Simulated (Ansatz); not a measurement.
The system is Ga2O3.

```
Ga O
1.0
     6.10700   -1.51855    0.00000
     6.10700    1.51855    0.00000
    -1.38599    0.00000    5.63001
Ga O
4 6
Direct
  0.34134 0.34134 0.68598
  0.65866 0.65866 0.31402
  0.90950 0.90950 0.20540
  0.09050 0.09050 0.79460
  0.50410 0.50410 0.74340
  0.49590 0.49590 0.25660
  0.82670 0.82670 0.43680
  0.17330 0.17330 0.56320
  0.83550 0.83550 0.89020
  0.16450 0.16450 0.10980
```

Base run:

```yaml
Program: Ansatz 0.2.0
Functional: PBE
Potentials_or_basis: SSSP efficiency PAW
Cutoff: 952 eV
Density_cutoff: 9524 eV
k_mesh: 9 × 9 × 5
Occupations: fermi-dirac, width 0.05 eV
Spin: no spin polarisation
```

Its results: band gap on the k mesh 2.44 eV, indirect (least direct gap 2.46 eV); pressure 10.0 GPa; largest force 0.229 eV/Å.

Question: The run is repeated on the same cell with these changes: potentials or basis from SSSP efficiency PAW to PseudoDojo standard (PBE files); cutoff from 952 eV to 1143 eV; density cutoff from 9524 eV to 4572 eV. What comes out?

Answer: Band gap on the k mesh 2.47 eV, indirect (least direct gap 2.49 eV); pressure 9.3 GPa; largest force 0.205 eV/Å.

Not every run made on this cell is shown here.
